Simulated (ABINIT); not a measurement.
# GaN (P6_3mc) in ABINIT: further runs

One crystal, GaN, is run at these levels: PBE; tasks: single point.

All numbers are computed with ABINIT 10.8.3 (patched build); they aren't measurements. Logs are shortened: lines on timing, memory, paths and dates and some standing lists are left out, and cuts for length are marked. The log counts tension as positive stress, the text compression.

**Measured values to compare with.**

“Studying electronic properties in GaN without electrical contacts using γ-γ vs e−-γ Perturbed Angular Correlations”, 2019, pmc:6823545 quotes, for a bulk crystal of GaN: band gap 3.503 ± 0.005 eV (direct).

The results are compared with them further down.

## (1) The crystal as given

Symmetry: P6_3mc, No. 186, hexagonal system. Conventional cell: a = 3.180 Å, b = 3.180 Å, c = 5.166 Å, α = 90.00°, β = 90.00°, γ = 120.00°. Ga (site symmetry 3m) has 4 N at 1.94 to 1.95 Å as nearest neighbours. Around N (site symmetry 3m) lie 4 Ga at 1.94 to 1.95 Å.

## (2) Single point, PBE

File run.abi:

```
pp_dirpath "./"
pseudos "Ga.upf, N.upf"

acell 3*1.0
rprim
     6.0093290763     0.0000000000     0.0000000000
    -3.0046645382     5.2042316397     0.0000000000
     0.0000000000     0.0000000000     9.7623251598
ntypat 2
znucl 31 7
natom 4
typat 1 1 2 2
xred
     0.6666666667     0.3333333333     0.5000000000
     0.3333333333     0.6666666667     0.0000000000
     0.6666666667     0.3333333333     0.8750000000
     0.3333333333     0.6666666667     0.3750000000

ecut 42.0

kptopt 1
ngkpt 10 10 5
nshiftk 1
shiftk 0.0 0.0 0.0

ixc 11

nband 22
occopt 3
tsmear 0.05 eV

nstep 100
tolvrs 1.0e-10

iomode 3
prtwf 0
prtden 0
prteig 0
prtebands 0
enunit 2
```

Potentials or basis: PseudoDojo NC SR PBE v0.4.1 standard.

Launch:

```
$ abinit run.abi > log 2>&1
```

run.abo:

```text
.Version 10.8.3 of ABINIT
 Symmetries : space group P6_3 m c (#186); Bravais hP (primitive hexag.)
================================================================================
 Values of the parameters that define the memory need of the present run
     intxc =       0    ionmov =       0      iscf =       7    lmnmax =       6
     lnmax =       6     mgfft =      60  mpssoang =       3    mqgrid =    3001
     natom =       4  nloc_mem =       1    nspden =       1   nspinor =       1
    nsppol =       1      nsym =      12    n1xccc =    2501    ntypat =       2
    occopt =       3   xclevel =       2
       mpw =        3986          nfft =       77760          nkpt =          42
================================================================================
================================================================================

--------------------------------------------------------------------------------
------------- Echo of variables that govern the present computation ------------
--------------------------------------------------------------------------------
 -outvars: echo values of preprocessed input variables --------
            acell      1.0000000000E+00  1.0000000000E+00  1.0000000000E+00 Bohr
              amu      6.97230000E+01  1.40067400E+01
             ecut      4.20000000E+01 Hartree
           enunit           2
              ixc          11
         kptrlatt       10    0    0      0   10    0      0    0    5
          kptrlen      4.88116258E+01
            natom           4
            nband          22
            ngfft          36      36      60
             nkpt          42
            nstep         100
             nsym          12
           ntypat           2
           occopt           3
           prtden           0
        prtebands           0
           prteig           0
            prtwf           0
            rprim      6.0093290763E+00  0.0000000000E+00  0.0000000000E+00
                      -3.0046645382E+00  5.2042316397E+00  0.0000000000E+00
                       0.0000000000E+00  0.0000000000E+00  9.7623251598E+00
          spgroup         186
           tolvrs      1.00000000E-10
           tsmear      1.83746611E-03 Hartree
            typat      1  1  2  2
           xangst      1.5899999989E+00  9.1798692737E-01  2.5829999982E+00
                      -1.7639790514E-11  1.8359738547E+00  0.0000000000E+00
                       1.5899999989E+00  9.1798692737E-01  4.5202499969E+00
                      -1.7639790514E-11  1.8359738547E+00  1.9372499987E+00
            xcart      3.0046645381E+00  1.7347438799E+00  4.8811625799E+00
                      -3.3334372990E-11  3.4694877598E+00  0.0000000000E+00
                       3.0046645381E+00  1.7347438799E+00  8.5420345148E+00
                      -3.3334372990E-11  3.4694877598E+00  3.6608719349E+00
             xred      6.6666666667E-01  3.3333333333E-01  5.0000000000E-01
                       3.3333333333E-01  6.6666666667E-01  0.0000000000E+00
                       6.6666666667E-01  3.3333333333E-01  8.7500000000E-01
                       3.3333333333E-01  6.6666666667E-01  3.7500000000E-01
            znucl       31.00000    7.00000

================================================================================

 chkinp: Checking input parameters for consistency.

================================================================================
== DATASET  1 ==================================================================

--- !DatasetInfo
iteration_state: {dtset: 1, }
dimensions: {natom: 4, nkpt: 42, mband: 22, nsppol: 1, nspinor: 1, nspden: 1, mpw: 3986, }
cutoff_energies: {ecut:  42.0, pawecutdg:  -1.0, }
electrons: {nelect:   3.60000000E+01, charge:   0.00000000E+00, occopt:   3.00000000E+00, tsmear:   1.83746611E-03, }
meta: {optdriver: 0, ionmov: 0, optcell: 0, iscf: 7, paral_kgb: 0, }
...

 Exchange-correlation functional for the present dataset will be:
  GGA: Perdew-Burke-Ernzerhof functional - ixc=11
  J.P.Perdew, K.Burke, M.Ernzerhof, PRL 77, 3865 (1996)

 Real(R)+Recip(G) space primitive vectors, cartesian coordinates (Bohr,Bohr^-1):
 R(1)=  6.0093291  0.0000000  0.0000000  G(1)=  0.1664079  0.0960757  0.0000000
 R(2)= -3.0046645  5.2042316  0.0000000  G(2)=  0.0000000  0.1921513  0.0000000
 R(3)=  0.0000000  0.0000000  9.7623252  G(3)=  0.0000000  0.0000000  0.1024346
 Unit cell volume ucvol=  3.0530638E+02 bohr^3
 Angles (23,13,12)=  9.00000000E+01  9.00000000E+01  1.20000000E+02 degrees

 getcut: wavevector=  0.0000  0.0000  0.0000  ngfft=  36  36  60
         ecut(hartree)=     42.000   => boxcut(ratio)=   2.05346

[... 62 lines left out ...]
pressure_GPa:   7.4866E+00
xred      :
- [  6.6667E-01,   3.3333E-01,   5.0000E-01, Ga]
- [  3.3333E-01,   6.6667E-01,   0.0000E+00, Ga]
- [  6.6667E-01,   3.3333E-01,   8.7500E-01,  N]
- [  3.3333E-01,   6.6667E-01,   3.7500E-01,  N]
cartesian_forces: # hartree/bohr
- [  1.79231005E-28,  -1.03479069E-28,  -2.67492594E-03, ]
- [  1.79231005E-28,  -1.03479069E-28,  -2.67492594E-03, ]
- [ -5.37693015E-28,   3.10437207E-28,   2.67492594E-03, ]
- [  1.79231005E-28,  -1.03479069E-28,   2.67492594E-03, ]
force_length_stats: {min:   2.67492594E-03, max:   2.67492594E-03, mean:   2.67492594E-03, }
...

 Integrated electronic density in atomic spheres:
 ------------------------------------------------
 Atom  Sphere_radius  Integrated_density
    1        2.00000         10.90241641
    2        2.00000         10.90241641
    3        2.00000          5.26002277
    4        2.00000          5.26002277
================================================================================

 ----iterations are completed or convergence reached----

 Mean square residual over all n,k,spin=   18.514E-09; max=  88.923E-07
 reduced coordinates (array xred) for    4 atoms
       0.666666666667      0.333333333333      0.500000000000
       0.333333333333      0.666666666667      0.000000000000
       0.666666666667      0.333333333333      0.875000000000
       0.333333333333      0.666666666667      0.375000000000
 rms dE/dt=  1.5077E-02; max dE/dt=  2.6123E-02; dE/dt below (all hartree)
    1       0.000000000000      0.000000000000      0.026123236730
    2       0.000000000000      0.000000000000      0.026123236730
    3       0.000000000000     -0.000000000000     -0.026103756954
    4       0.000000000000      0.000000000000     -0.026103756954

 cartesian coordinates (angstrom) at end:
    1      1.58999999890987     0.91798692737376     2.58299999824324
    2     -0.00000000001764     1.83597385474752     0.00000000000000
    3      1.58999999890987     0.91798692737376     4.52024999692566
    4     -0.00000000001764     1.83597385474752     1.93724999868243

 cartesian forces (hartree/bohr) at end:
    1      0.00000000000000    -0.00000000000000    -0.00267492594385
    2      0.00000000000000    -0.00000000000000    -0.00267492594385
    3     -0.00000000000000     0.00000000000000     0.00267492594385
    4      0.00000000000000    -0.00000000000000     0.00267492594385
 frms,max,avg= 1.5443692E-03 2.6749259E-03   0.000E+00  0.000E+00 -9.977E-07 h/b

 cartesian forces (eV/Angstrom) at end:
    1      0.00000000000000    -0.00000000000000    -0.13755022247220
    2      0.00000000000000    -0.00000000000000    -0.13755022247220
    3     -0.00000000000000     0.00000000000000     0.13755022247220
    4      0.00000000000000    -0.00000000000000     0.13755022247220
 frms,max,avg= 7.9414658E-02 1.3755022E-01   0.000E+00  0.000E+00 -5.130E-05 e/A
 length scales=  1.000000000000  1.000000000000  1.000000000000 bohr
              =  0.529177210544  0.529177210544  0.529177210544 angstroms
 Fermi (or HOMO) energy (hartree) =   0.23934   Average Vxc (hartree)=  -0.43328
 Eigenvalues (hartree) for nkpt=  42  k points:
 kpt#   1, nband= 22, wtk=  0.00200, kpt=  0.0000  0.0000  0.0000 (reduced coord)
  -0.38839   -0.35534   -0.29813   -0.29738   -0.29738   -0.29510   -0.29510   -0.28833
  -0.28833   -0.28461   -0.28461   -0.23663   -0.06086    0.16222    0.16222    0.19890
   0.20111    0.20111    0.27486    0.36057    0.54165    0.56754
      occupation numbers for kpt#   1
   2.00000    2.00000    2.00000    2.00000    2.00000    2.00000    2.00000    2.00000
   2.00000    2.00000    2.00000    2.00000    2.00000    2.00000    2.00000    2.00000
   2.00000    2.00000    0.00000    0.00000    0.00000    0.00000
 prteigrs : prtvol=0 or 1, do not print more k-points.

 Fermi (or HOMO) energy (eV) =   6.51270   Average Vxc (eV)= -11.79018
 Eigenvalues (   eV  ) for nkpt=  42  k points:
 kpt#   1, nband= 22, wtk=  0.00200, kpt=  0.0000  0.0000  0.0000 (reduced coord)
 -10.56876   -9.66920   -8.11255   -8.09221   -8.09221   -8.03005   -8.03005   -7.84599
  -7.84599   -7.74459   -7.74459   -6.43899   -1.65602    4.41419    4.41419    5.41238
   5.47244    5.47244    7.47932    9.81164   14.73896   15.44367
 prteigrs : prtvol=0 or 1, do not print more k-points.

--- !EnergyTerms
iteration_state     : {dtset: 1, }
comment             : Components of total free energy in Hartree
kinetic             :  1.40320450775661E+02
hartree             :  4.35830378256969E+01
xc                  : -4.81550242158351E+01
Ewald energy        : -1.17003474184010E+02
psp_core            :  7.05218804907997E+00
local_psp           : -1.20700879808686E+02
non_local_psp       : -7.88557560062606E+01
internal            : -1.73759457564354E+02
'-kT*entropy'       : -1.26267191196543E-12
total_energy        : -1.73759457564355E+02
total_energy_eV     : -4.72823571367581E+03
band_energy         : -6.04514677476406E+00
...

 Cartesian components of stress tensor (hartree/bohr^3)
  sigma(1 1)= -2.30311857E-04  sigma(3 2)=  0.00000000E+00
  sigma(2 2)= -2.30311856E-04  sigma(3 1)=  0.00000000E+00
  sigma(3 3)= -3.02767358E-04  sigma(2 1)=  2.19707234E-13

-Cartesian components of stress tensor (GPa)         [Pressure=  7.4866E+00 GPa]
- sigma(1 1)= -6.77600877E+00  sigma(3 2)=  0.00000000E+00
- sigma(2 2)= -6.77600875E+00  sigma(3 1)=  0.00000000E+00
- sigma(3 3)= -8.90772321E+00  sigma(2 1)=  6.46401000E-09

== END DATASET(S) ==============================================================
================================================================================

 -outvars: echo values of variables after computation  --------
            acell      1.0000000000E+00  1.0000000000E+00  1.0000000000E+00 Bohr
           etotal     -1.7375945756E+02
            fcart      1.7923100492E-28 -1.0347906894E-28 -2.6749259439E-03
                       1.7923100492E-28 -1.0347906894E-28 -2.6749259439E-03
                      -5.3769301477E-28  3.1043720682E-28  2.6749259439E-03
                       1.7923100492E-28 -1.0347906894E-28  2.6749259439E-03
            rprim      6.0093290763E+00  0.0000000000E+00  0.0000000000E+00
                      -3.0046645382E+00  5.2042316397E+00  0.0000000000E+00
                       0.0000000000E+00  0.0000000000E+00  9.7623251598E+00
           strten     -2.3031185692E-04 -2.3031185625E-04 -3.0276735787E-04
                       0.0000000000E+00  0.0000000000E+00  2.1970723411E-13
           xangst      1.5899999989E+00  9.1798692737E-01  2.5829999982E+00
                      -1.7639790514E-11  1.8359738547E+00  0.0000000000E+00
                       1.5899999989E+00  9.1798692737E-01  4.5202499969E+00
                      -1.7639790514E-11  1.8359738547E+00  1.9372499987E+00
             xred      6.6666666667E-01  3.3333333333E-01  5.0000000000E-01
                       3.3333333333E-01  6.6666666667E-01  0.0000000000E+00
                       6.6666666667E-01  3.3333333333E-01  8.7500000000E-01
                       3.3333333333E-01  6.6666666667E-01  3.7500000000E-01
 Calculation completed.
```

It took 2.7 min on 1 thread of Arm Neoverse V1, shared host; peak memory 0.12 GiB.

What came out:

```
Free energy                                           : -4728.2357 eV
Pressure                                              : 7.5 GPa
Largest force                                         : 0.138 eV/Å
Band gap on the k mesh                                : 2.01 eV, direct
Valence electrons inside the program's atomic spheres : Ga 10.90; N 5.26
```

Forces on the atoms (eV/Å):
```
Ga   0.000  0.000 -0.138
Ga   0.000  0.000 -0.138
N    0.000  0.000  0.138
N    0.000  0.000  0.138
```

Stress tensor (GPa, compression positive):
```
6.78 0.00 0.00
0.00 6.78 0.00
0.00 0.00 8.91
```

## (3) Single point, PBE

Changes to run.abi since step 2:

```diff
@@ -18,3 +18,3 @@
 
-ecut 42.0
+ecut 57.0
 
@@ -27,3 +27,3 @@
 
-nband 22
+nband 32
 occopt 3
```

Potentials or basis: PseudoDojo NC SR PBE v0.4 stringent.

Launch:

```
$ abinit run.abi > log 2>&1
```

Wall time 6.5 min (1 thread of Arm Neoverse V1, shared host); peak memory 0.22 GiB.

It converged, with:

| Property | Result |
| --- | --- |
| Free energy | -14081.1751 eV |
| Pressure | 6.9 GPa |
| Largest force | 0.137 eV/Å |
| Band gap on the k mesh | 2.00 eV, direct |
| Valence electrons inside the program's atomic spheres | Ga 18.90; N 5.28 |

Forces in eV/Å, atoms in the order of the input:
```
Ga   0.000  0.000 -0.137
Ga   0.000  0.000 -0.137
N    0.000  0.000  0.137
N    0.000  0.000  0.137
```

Stress tensor (GPa, compression positive):
```
6.17 0.00 0.00
0.00 6.17 0.00
0.00 0.00 8.28
```

Levels at points of the mesh, in eV from the valence-band top:
```tsv
k point	band 22	band 23	band 24	band 25	band 26	band 27	band 28	band 29	band 30	band 31
(0.00, 0.00, 0.00)	-1.06	-1.06	-0.06	0.00	0.00	2.00	4.34	9.26	9.98	9.98
(0.50, 0.00, 0.00)	-5.28	-4.26	-2.77	-2.25	-0.98	5.11	5.64	6.10	8.68	10.43
```

## (4) Single point, PBE

Changes to run.abi since step 3:

```diff
@@ -18,3 +18,3 @@
 
-ecut 57.0
+ecut 42.0
 
@@ -27,3 +27,3 @@
 
-nband 32
+nband 22
 occopt 3
```

Potentials or basis: PseudoDojo NC SR PBE v0.5 standard.

Launch:

```
$ abinit run.abi > log 2>&1
```

Run time: 2.7 min. Hardware: 1 thread of Arm Neoverse V1, shared host; peak memory 0.13 GiB.

It converged, with:

- Free energy: -4728.2357 eV
- Pressure: 7.5 GPa
- Largest force: 0.138 eV/Å
- Band gap on the k mesh: 2.01 eV, direct
- Valence electrons inside the program's atomic spheres: Ga 10.90; N 5.26

Forces on the atoms (eV/Å):
```
Ga   0.000  0.000 -0.138
Ga   0.000  0.000 -0.138
N    0.000  0.000  0.138
N    0.000  0.000  0.138
```

Stress tensor (GPa, compression positive):
```
6.78 0.00 0.00
0.00 6.78 0.00
0.00 0.00 8.91
```

Levels at points of the mesh, in eV from the valence-band top:
```
           k point  band 16  band 17  band 18  band 19  band 20  band 21
(0.00, 0.00, 0.00)    -0.06     0.00     0.00     2.01     4.34     9.27
(0.50, 0.00, 0.00)    -2.77    -2.25    -0.98     5.11     5.64     6.10
```

## (5) The runs side by side

```tsv
potentials or basis	cutoff (eV)	gap on the mesh (eV)	pressure (GPa)	largest force (eV/Å)
PseudoDojo NC SR PBE v0.4.1 standard	1143	2.01	7.5	0.14
PseudoDojo NC SR PBE v0.4 stringent	1551	2.00	6.9	0.14
PseudoDojo NC SR PBE v0.5 standard	1143	2.01	7.5	0.14
```

Alike in all rows: task single point; level PBE; no spin polarisation; cell as given; k mesh 10 × 10 × 5; smearing fermi-dirac 0.05 eV.

Absolute energies hang on the potentials; compare differences alone.

## (6) Against experiment

Step 2. Against the measured gap of GaN, 3.503 eV (direct; quoted in “Studying electronic properties in GaN without electrical contacts using γ-γ vs e−-γ Perturbed Angular Correlations”, 2019, pmc:6823545), the calculated 2.01 eV is off by -1.50 eV. Spin-orbit coupling on Ga is left out. The value is that of PBE, without temperature or zero-point motion. Semilocal functionals fall short of measured gaps as a rule.

Step 3. A measured gap of GaN is 3.503 eV (direct; quoted in “Studying electronic properties in GaN without electrical contacts using γ-γ vs e−-γ Perturbed Angular Correlations”, 2019, pmc:6823545); the calculated 2.00 eV misses it by -1.50 eV. Spin-orbit coupling on Ga is left out. The value is that of PBE, without temperature or zero-point motion. Semilocal functionals fall short of measured gaps as a rule.

Step 4. Against the measured gap of GaN, 3.503 eV (direct; quoted in “Studying electronic properties in GaN without electrical contacts using γ-γ vs e−-γ Perturbed Angular Correlations”, 2019, pmc:6823545), the calculated 2.01 eV is off by -1.50 eV. Spin-orbit coupling on Ga is left out. The value is that of PBE, without temperature or zero-point motion. Semilocal functionals fall short of measured gaps as a rule.
